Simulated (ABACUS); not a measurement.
The system is I.

```
CELL_PARAMETERS angstrom
4.56978 0.00000 0.00000
3.34520 2.98369 0.00000
1.22458 0.23778 2.97420
ATOMIC_POSITIONS crystal
I 0.00000 0.00000 0.00000
```

| Item | Value |
| --- | --- |
| Program | ABACUS 3.10.1 |
| Task | relaxation of cell and atoms |
| Functional | TM |
| Potentials or basis | SG15 ONCV 1.2 PBE |
| Cutoff | 1116 eV |
| Density cutoff | 4463 eV |
| Basis | plane waves |
| k mesh | 6 × 6 × 6 |
| Occupations | fermi-dirac, width 0.05 eV |
| Spin | no spin polarisation |

At the start: pressure -1.1 GPa; volume 40.55 Å³/atom.

Question: How do energy, volume and symmetry change on relaxing?

Answer: Over 5 steps the energy falls by 14.2 meV/atom and the volume is 36.87 Å³/atom (-9.1 %); space group Fmmm (No. 69, to 0.05 Å).

Step by step:
```csv
step,energy change (eV),largest force (eV/Å),pressure (GPa),volume (Å³)
1,0.0000,0.0000,-1.08,40.55
2,-0.0058,0.0000,-0.04,38.88
3,-0.0127,0.0000,0.10,37.36
4,-0.0141,0.0000,0.03,36.77
5,-0.0142,0.0000,0.01,36.87
```

Final structure:
```
I
1.0
     4.33303   -0.09716    0.10524
     3.10846    2.85197    0.07334
     1.22457    0.20323    2.94229
I
1
Cartesian
  0.0000 0.0000 0.0000
```

Caveat: the potentials were made for another functional, which shifts forces and pressure; an odd number of electrons without spin polarisation forces a metal; a magnetic or distorted state may lie lower.
